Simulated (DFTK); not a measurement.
Crystal: W.

```xyz
1
Lattice="-1.5823 1.5823 1.5823 1.5823 -1.5823 1.5823 1.5823 1.5823 -1.5823" Properties=species:S:1:pos:R:3 pbc="T T T"
W     0.0000    0.0000    0.0000
```

Base run:

| Quantity | Value |
| --- | --- |
| Program | DFTK 0.8.2 |
| Functional | r2SCAN |
| Potentials or basis | cp2k.nc.sr.pbe.v0_1.largecore.gth (PBE, GTH, large core) |
| Cutoff | 1197 eV |
| k mesh | 12 × 12 × 12 |
| Occupations | fermi-dirac, width 0.05 eV |
| Spin | no spin polarisation |

Its results: band gap on the k mesh none (metal or under the smearing width); pressure 24.3 GPa.

**Question.** The run is repeated on the same cell with these changes: functional from r2SCAN to PBEsol; cutoff from 1197 eV to 925 eV. What comes out?

**Answer.** Band gap on the k mesh none (metal or under the smearing width); pressure 19.8 GPa.

Caveats: GTH potentials come without recommended cutoffs, and this one wasn't checked for convergence; so large a pressure means that the cell lies far from this level's equilibrium, or that cutoff or potentials fall short; the potentials were made for another functional, which shifts forces and pressure; spin-orbit coupling is left out, which moves the levels of the heavy elements; this set keeps more shells in the core, which shifts pressures and gaps; the program warned that the kinetic-energy density falls under its von Weizsäcker bound, which can give unphysical results (some runs).
